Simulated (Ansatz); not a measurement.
# AgBr (Fm-3m): thermal expansion from first principles, part 2 of 3

Aim: the lattice, expansion, heat capacity and bulk modulus of AgBr as it warms.

What experiment has found for this phase:
- volume expansion coefficient 102.3 1e-6/K near room temperature (given in “Descriptors for thermal expansion in solids”, 2017, arXiv:1701.03966)

Ansatz 0.2.0; DFT RPBE, scalar-relativistic, plane waves, PAW.

So far. Step 2 (A first coarse run): The start is under 5.1 GPa at this level and looks like an insulator or semiconductor on this mesh.

The database entry behind the starting cell differs from later determinations by our own check (about 0.6 % short of the room-temperature cell), so it need not match the best structure at ambient conditions.

## (5) Relaxing to small residual forces and stress

The relaxation is repeated with tighter thresholds on force and stress, since phonons are sensitive to what is left; a change of mesh or smearing in the input moves the cell too.

Input file input.yaml:

```yaml
crystal:
  lattice:
    - [0.0, 2.998464328, 2.998464328]
    - [2.998464328, 0.0, 2.998464328]
    - [2.998464328, 2.998464328, 0.0]
  atoms:
    - { symbol: Ag, position: [0.0, 0.0, 0.0] }
    - { symbol: Br, position: [0.5, 0.5, 0.5] }
kpoints:
  mp_grid: { grid: [8, 8, 8] }
hamiltonian:
  xc: rpbe
scf:
  occupations: { method: fixed }
output:
  forces: true
  stress: true
  eigenvalues: true
  write_density: true
  write_potential: true
  elf: true
  volumetric_format: npy
relax:
  adjacent_minimum: "off"
  f_tol: 0.001
  max_steps: 60
  cell: { stress_tol: 0.01 }
```

The run is started by

```
$ ansatz run input.yaml --threads 2 --pin off --max-ram 5120MiB --backend cpu --events-out ev --progress --plain --runs-dir out
```

Numbers of over 12 decimals in the logs are rounded to 6 here.

The log of the run:

```text
[...]
Crystal: 2 atoms, lattice volume = 53.917 Å³
Basis set: ecut = 420 eV, 1067 PW (Γ), exchange–correlation on 60×60×60 points (8 copies of the dense FFT grid, shifted against one another)
Bands: 17, of which v1, the nominal top of the filled ones, is band 13 counted from 1 (12 counted from 0)
Symmetry: 48 space group operations
[...]
k-points: 29 of 512
[...]
SCF iter   1: F=—  HF=-10388.700162 eV  |F-HF|=—  |Δ(HF+E_count)|=         —  Δρ=4.09e-3  dr2=9.34e-3  ethr=1.77e-3  ⟨swp⟩=5.0  Hψ=2046  notcnv=0  defer=53
[...]
SCF iter   6: F=-10388.699735 eV  HF=-10388.699735 eV  |F-HF|=1.81e-8  |Δ(HF+E_count)|=   1.04e-6  Δρ=3.66e-6  dr2=7.15e-9  ethr=3.85e-10  ⟨swp⟩=12.7  Hψ=3996  notcnv=0
SCF 1 converged in 6 iterations: F = -10388.699735 eV  dr2 = 7.15e-9
[...]
relax step   1: F+E_penalty+E_count = -10388.69973549 eV  Δ(F+E_penalty+E_count) = +0.000e0 eV  max|allowed force component| = 3.892e-29 eV/Å  Δτ_max = 0.0000 Å  P = -0.036 GPa  Ω = 53.917 Å³  (6 SCF iters, dr2 threshold 1.00e-7 eV, accepted)
Crystal: 2 atoms, lattice volume = 53.863 Å³
[...]
SCF iter   4: F=-10388.699754 eV  HF=-10388.699754 eV  |F-HF|=2.22e-9  |Δ(HF+E_count)|=   9.76e-9  Δρ=2.75e-6  dr2=2.81e-9  ethr=1.24e-11  ⟨swp⟩=9.7  Hψ=3397  notcnv=0
SCF 2 converged in 4 iterations: F = -10388.699754 eV  dr2 = 2.81e-9
relax step   2: F+E_penalty+E_count = -10388.69975446 eV  Δ(F+E_penalty+E_count) = -1.897e-5 eV  max|allowed force component| = 3.155e-30 eV/Å  Δτ_max = 0.0000 Å  P = -0.009 GPa  Ω = 53.863 Å³  energy of the carried Pulay correction = +1.146e-5 eV  (4 SCF iters, dr2 threshold 3.23e-9 eV, accepted)
[...]
SCF iter   6: F=-10388.699747 eV  HF=-10388.699747 eV  |F-HF|=1.82e-12  |Δ(HF+E_count)|=  5.46e-12  Δρ=1.78e-8  dr2=1.18e-13  ethr=1.00e-12  ⟨swp⟩=8.6  Hψ=2460  notcnv=0
SCF 3 converged in 6 iterations: F = -10388.699747 eV  dr2 = 1.18e-13
relax step   3: F+E_penalty+E_count = -10388.69974744 eV  Δ(F+E_penalty+E_count) = +7.021e-6 eV  max|allowed force component| = 2.777e-30 eV/Å  Δτ_max = 0.0000 Å  P = -0.009 GPa  Ω = 53.863 Å³  stress off target by 8.62e-3 GPa  SCF on the basis re-selected at this cell (its energy is not comparable with the rows above)  (6 SCF iters)
basis re-selected at this cell: Δ(F+E_penalty+E_count) = +7.021e-6 eV, ΔP = +0.000 GPa vs the last step (what re-selecting the basis moved, of the pressure what is left beyond the Pulay correction that the steps carried, after the strain that the cell walked since its last selection, with what the two solves' SCF thresholds leave and, on support functions, any second-order correction that the steps lacked; it is no m [...]
SCF converged after 6 iterations
Free energy (F): -10388.699747 eV
[...]
Internal energy: -10388.699747 eV  (E = F + TS)
E sigma→0 (E₀):  -10388.699747 eV
Fermi energy:    6.285655 eV
[...]
--- Stress (GPa, compression-positive) ---
       -0.008617      -0.000000      -0.000000
       -0.000000      -0.008617      -0.000000
       -0.000000      -0.000000      -0.008617
  P = ⅓ Tr σ = -0.0086 GPa (-0.086 kbar)
--- Band table (eV; the first three rows and the last of 29) ---
  k-point 0: bands = [... 9 lower, 3.9908, 4.8017, 4.8017, 4.8017, 7.2063, 16.3255, 16.3255, 16.3255]
  k-point 1: bands = [... 9 lower, 4.0208, 4.4663, 5.1537, 5.1537, 7.9299, 15.0726, 15.8951, 15.8951]
  k-point 2: bands = [... 9 lower, 4.0948, 4.3880, 5.6958, 5.6958, 9.1879, 13.5823, 14.6645, 14.6645]
  k-point 28: bands = [... 9 lower, 4.2767, 4.4037, 4.4037, 5.1086, 9.9985, 13.5455, 14.0858, 14.0858]
--- Relaxed structure (2 steps of the walk, 2 accepted, 1 SCFs on fresh bases) ---
[...]
cell:  # Å, volume = 53.8634 Å³
    - [0, 2.997467, 2.997467]
    - [2.997467, 0, 2.997467]
    - [2.997467, 2.997467, 0]
  atoms:
    - { symbol: Ag, position: [0, 0, 0] }
    - { symbol: Br, position: [0.5, 0.5, 0.5] }
```

It took 4.9 s on 2 threads of Intel Xeon Platinum 8488C (Sapphire Rapids), shared host; peak memory 0.38 GiB; 4.8 s of CPU time.

Little changed from the start: no atom moved by 0.005 Å and no cell edge by 0.1 %.

This step gave:

```
pressure          : -0.008617 GPa
gap on the k-mesh : 0.9207 eV
volume per atom   : 26.93 Å³
```

Valence density in the ac plane of the conventional cell at fractional y = 0.000, with atoms of Ag and Br within 0.2 Å of it. It is the smooth field of the valence electrons, not physical close to the nuclei.

Ten steps, logarithmic in the rise over the least value, from '_' (0 e/Å³) to '@' (19 e/Å³), each cell a mean:
```
@@%%++....::----::--==::....--**@@
##++--..__..::--====--::..__::==**
--::..______..::----::..______::--
....__________........__________..
....__________......__________....
--::..______..::----..______..::::
==--::..__..--++##**==..__..::--==
::----::....++%%@@@@**--....--==--
..----::..::++%%@@@@##--....--==::
--==--......==##%%%%++::....::----
----::..____::==++++--..____..::--
::....________..::....________..::
....__________......____________..
::..________....::::..________....
++==::____..::------::..____..--++
%%##==......--==------::....::++%%
@@%%++::..::----..::==--....--##@@
```
Columns run along a (6.0 Å), rows up along c (6.0 Å), edges of the conventional cell, whose origin can differ from the input's. Atoms in or near the plane, at fractional coordinates: Ag at (0.00, 0.00), Ag at (0.50, 0.50), Br at (0.50, 0.00), Br at (0.00, 0.50).

Electrostatic potential energy in the ac plane of the conventional cell at fractional y = 0.000, with atoms of Ag and Br within 0.2 Å of it. With pseudopotentials it is smooth inside the atoms' cores, unlike the true potential.

Ten even steps from '0' (-68 eV) to '9' (11 eV), each cell a mean:
```
45799961003899864
56899985237999976
88999998889999998
99999999999999999
99999999999999999
88999998889999998
35899986567999973
01699975446899830
00699964445899820
03799975456899851
57999987678999986
99999999999999999
99999999999999999
99999999999999999
77999997668999987
55799973015899865
45799950003899854
```
Columns run along a (6.0 Å; values clipped at the 3rd and 97th percentile), rows up along c (6.0 Å), edges of the conventional cell, whose origin can differ from the input's. Atoms in or near the plane, at fractional coordinates: Ag at (0.00, 0.00), Ag at (0.50, 0.50), Br at (0.50, 0.00), Br at (0.00, 0.50).

ELF in the ac plane of the conventional cell at fractional y = 0.000, with atoms of Ag and Br within 0.2 Å of it. It is the smooth field of the valence electrons, not physical close to the nuclei.

Ten even steps from '_' (0.02) to '@' (0.85), each cell a mean:
```
%%**==..::##@@++__::%%@@==..::++##
**++::....**@@@@##%%@@%%==....==++
--::..__..==##@@@@@@%%**::__....::
....______..--==++++==::______....
++==--..______........______::====
@@@@##==..__..::--::..____::**%%@@
##@@@@**....::++**++==....==%%@@%%
..++@@##::..==**%%##++::..++@@%%::
__==@@##::..==##@@%%**--..++@@##__
--##@@##::..--**##**++::..==@@@@++
@@@@@@++..__::--====::..__--##@@@@
%%##++::______........____..==**##
::::..______..::::::....____....::
....______::++######**==..____....
==--::__..++@@@@@@@@@@##--__..::==
##**--..::##@@##==++@@@@==..::++**
@@##==..::%%@@--__..##@@++..--**%%
```
Columns run along a (6.0 Å), rows up along c (6.0 Å), edges of the conventional cell, whose origin can differ from the input's. Atoms in or near the plane, at fractional coordinates: Ag at (0.00, 0.00), Ag at (0.50, 0.50), Br at (0.50, 0.00), Br at (0.00, 0.50).

The residual pressure is -0.0086 GPa, small enough for phonons.

## (6) A faulty attempt

This input was changed on purpose, to see how the program answers.

Input file input.yaml:

```yaml
crystal:
  lattice:
    - [0.0, 2.9974673123, 2.9974673123]
    - [2.9974673123, 0.0, 2.9974673123]
    - [2.9974673123, 2.9974673123, 0.0]
  atoms:
    - { symbol: Ag, position: [0.0, 0.0, 0.0] }
    - { symbol: Br, position: [0.5, 0.5, 0.5] }
kpoints:
  mp_grid: { grid: [8, 8, 8] }
hamiltonian:
  xc: rpbe
scf:
  occupations: { method: fixed }
  max_iter: 60
output:
  eigenvalues: true
phonons:
  method: dfpt
  qmesh: [4, 4, 4]
  thermal_expansion: "~"
```

The log of the run:

```text
Error: YAML parse error: error: line 21 column 22: expected mapping start
  --> <input>:21:22
   |
19 |   method: dfpt
20 |   qmesh: [4, 4, 4]
21 |   thermal_expansion: "~"
   |                      ^ expected mapping start
```

Run time: 0.02 s. Hardware: 2 threads; peak memory 0.05 GiB.

The input was rejected at the start.

The program's message: “Error: YAML parse error: error: line 21 column 22: expected mapping start
  --> <input>:21:22
   |
19 |   method: dfpt
20 |   qmesh: [4, 4, 4]
21 |   thermal_expansion: "~"
   |                      ^ …”

The fault put into the input: a string where a block is expected.

## (7) The quasi-harmonic study

Thermal expansion follows from how the free energy of the vibrations (and of the electrons in a metal) changes with strain, so the program makes strained cells, their phonons and a fit in one run.

input.yaml, the sections that differ from step 6:

```yaml
scf:
  occupations: { method: fixed }
phonons:
  method: dfpt
  qmesh: [2, 2, 2]
  temperatures: { t_max: 500.0, t_step: 25 }
  thermal_expansion: {}
# crystal, kpoints, hamiltonian, output: as in step 6
```

The log of the run:

```text
The last accepted step is kept in <dir> (removed where the run ends without a failure and the disk answers)
Engine: ansatz 0.2.0, x86_64-unknown-linux-gnu
Pseudopotentials: kind: paw
Pseudopotential: Ag, paw, valence charge 19, recommended cutoff 420 eV (normal), Ag.paw.azcp
Pseudopotential: Br, paw, valence charge 7, recommended cutoff 420 eV (normal), Br.paw.azcp
Functional definition: RPBE
  parameter kappa = 0.804
  parameter beta = 0.066725
  exchange = rpbe_x(kappa = kappa, mu = beta*pi^2/3)
  correlation = pbe_c(beta = beta)
Crystal: 2 atoms, lattice volume = 53.863 Å³
Basis set: ecut = 487.2 eV, 1363 PW (Γ), exchange–correlation on 64×64×64 points (8 copies of the dense FFT grid, shifted against one another)
Bands: 17, of which v1, the nominal top of the filled ones, is band 13 counted from 1 (12 counted from 0)
Symmetry: 48 space group operations
Space group: Fm-3m (ITA 225), of the structure as read, at distance tolerance 3.8e-5 Å
k-points: 29 of 512
Non-local potential: Ag, projectors of the file, l = 0: 3, l = 1: 2, l = 2: 2, l = 3: 1
Non-local potential: Br, projectors of the file, l = 0: 2, l = 1: 2, l = 2: 2
PAW form: soft (Blöchl's): semilocal exchange-correlation on the pseudo side does not see the compensation charge
PAW frozen core: Ag, regenerated for the run's functional, and the local potential with it (the file was generated under x = pbe(κ = 0.804, μ = 0.219515), c = pbe(β = 0.066725))
PAW frozen core: Br, regenerated for the run's functional, and the local potential with it (the file was generated under x = pbe(κ = 0.804, μ = 0.219515), c = pbe(β = 0.066725))
PAW one-centre angular grid: Ag, 590 points (default); XC on 64 Gauss nodes
PAW one-centre angular grid: Br, 110 points (default); XC on 64 Gauss nodes
Initial density: superposition of atomic densities (neutral atoms: chi_scale 0, normalization atom), corrected by the library's trained network
Initial wavefunctions: pseudopotential atomic-orbital guess
Functional: x = rpbe, c = pbe(β = 0.066725)
SCF iter   1: F=—  HF=-10388.702702 eV  |F-HF|=—  |Δ(HF+E_count)|=         —  Δρ=4.09e-3  dr2=9.23e-3  ethr=1.77e-3  ⟨swp⟩=5.0  Hψ=2062  notcnv=0  defer=53
preconditioner: auto → none  [insulator: Δε(μ)=0.954 eV  Ē_g=10.193 eV  n_scr=14 (ndim 8)  ℏωp=21.5 eV  f_vac=0.041  ε∞_Penn≈5.4]
SCF iter   2: F=—  HF=-10388.702508 eV  |F-HF|=—  |Δ(HF+E_count)|=   1.94e-4  Δρ=1.95e-3  dr2=1.23e-3  ethr=3.55e-5  ⟨swp⟩=3.1  Hψ=1149  notcnv=0  defer=56
SCF iter   3: F=—  HF=-10388.702297 eV  |F-HF|=—  |Δ(HF+E_count)|=   2.12e-4  Δρ=7.61e-4  dr2=2.24e-4  ethr=4.73e-6  ⟨swp⟩=2.3  Hψ=852  notcnv=0  defer=56
SCF iter   4: F=—  HF=-10388.702325 eV  |F-HF|=—  |Δ(HF+E_count)|=   2.84e-5  Δρ=2.87e-4  dr2=4.58e-5  ethr=8.61e-7  ⟨swp⟩=2.7  Hψ=736  notcnv=0  defer=56
[...]
relax step   1: F+E_penalty+E_count = -10388.70233388 eV  Δ(F+E_penalty+E_count) = +0.000e0 eV  max|allowed force component| = 1.032e-29 eV/Å  Δτ_max = 0.0000 Å  (8 SCF iters, accepted)
SCF converged after 8 iterations
Free energy (F): -10388.702334 eV
Harris-Foulkes:  -10388.702334 eV  (|F-HF|=1.82e-12)
Internal energy: -10388.702334 eV  (E = F + TS)
E sigma→0 (E₀):  -10388.702334 eV
Fermi energy:    6.285149 eV
--- Per-component energies (eV) ---
  E_band       = -398.626159
  E_kinetic    = 660.492997
  E_local      = -3515.526659  (includes V_loc(G=0)·N_el)
  E_nonlocal   = 152.590423
  E_hartree    = 1533.224213
  E_xc         = -447.523519
  E_vxc        = -334.282083  (∫ρ·V_xc dr)
  E_paw        = -6166.059150  (= ΣΔE_a)
  E_vpaw       = -428.349356  (= ΣTr[D̂ρ^β])
  E_aug_tail   = 0.000100  (compensation charges beyond the density's cutoff)
  E_ewald      = -2605.730612
  E_core_change = -0.170128  (= ΣΔE_core)
  E_smearing   = -0.000000  (= −TS)
  E_closure    = 0.000000  (closes the sum)
  Σ components = -10388.702334   (vs F -10388.702334, Δ=0.00e0)
--- Forces (eV/Å), atoms counted from 1 ---
  atom   1  Ag    -0.00000000     0.00000000     0.00000000
  atom   2  Br     0.00000000    -0.00000000     0.00000000
  max |Σ_I F_I| component: 1.62e-29 eV/Å
--- Stress (GPa, compression-positive) ---
       -0.006761       0.000000       0.000000
        0.000000      -0.006761       0.000000
       -0.000000       0.000000      -0.006761
  P = ⅓ Tr σ = -0.0068 GPa (-0.068 kbar)
--- Band table (eV; the first three rows and the last of 29) ---
  k-point 0: bands = [... 9 lower, 3.9903, 4.8015, 4.8015, 4.8015, 7.2063, 16.3251, 16.3251, 16.3251]
  k-point 1: bands = [... 9 lower, 4.0203, 4.4660, 5.1534, 5.1534, 7.9297, 15.0724, 15.8949, 15.8949]
  k-point 2: bands = [... 9 lower, 4.0943, 4.3875, 5.6953, 5.6953, 9.1877, 13.5821, 14.6644, 14.6644]
  k-point 28: bands = [... 9 lower, 4.2761, 4.4032, 4.4032, 5.1082, 9.9986, 13.5454, 14.0856, 14.0856]
── thermal expansion: 3 new cells, 3 in all ──
thermal expansion: relaxation of cell 2
thermal expansion: relaxation of cell 3
── thermal expansion: 2 new cells, 5 in all ──
thermal expansion: relaxation of cell 4
thermal expansion: lower-state search of cell 4
thermal expansion: phonons of cell 4
WARN: thermal expansion: vibrations_at_or_below_zero in the phonons of 1 cell: 4
this run last wrote the structure of step 1 to <dir>
--- Relaxed structure (1 steps of the walk, 1 accepted, 0 SCFs on fresh bases) ---
  F+E_penalty+E_count = -10388.70233388 eV   max|allowed force component| = 1.032e-29 eV/Å
  atoms:
    - { symbol: Ag, position: [0.0, 0.0, 0.0] }
    - { symbol: Br, position: [0.5, 0.5, 0.5] }
--- Thermal expansion: 5 cells in 2 rounds, 0 GPa ---
  no lower state was reached at cell 4
  not told: vibrations stand at or below zero in cell 4 (1.000 modes a cell, the lowest at -28.9 cm⁻¹): the crystal is at no minimum there, or its k-points are too few: type the crystal that it becomes, another pressure, or a denser kpoints.mp_grid, in a new run
  vibrations_at_or_below_zero in the phonons of 1 cell: 4
Error: vibrations stand at or below zero in cell 4 (1.000 modes a cell, the lowest at -28.9 cm⁻¹): the crystal is at no minimum there, or its k-points are too few: type the crystal that it becomes, another pressure, or a denser kpoints.mp_grid, in a new run
```

Run time: 2.4 min. Hardware: 2 threads; peak memory 0.77 GiB.

The run ended with an error.

The program's message: “vibrations stand at or below zero in cell 4 (1.000 modes a cell, the lowest at -28.9 cm⁻¹): the crystal is at no minimum there, or its k-points are too few: type the crystal that it becomes, another p …”

(Part 2 of 3 ends here.)

[Logs are printed without paths, hosts, clocks, repeated set-up lines and the standing remarks that a program may print on its own settings, such as how far it seeks lower states.]

[Hosts, paths, dates, database ids (printed as entryN), source tags and the programs' standing remarks are cut or masked in the printed files.]

[A step with changed settings may run another functional than the one named; its input shows which.]
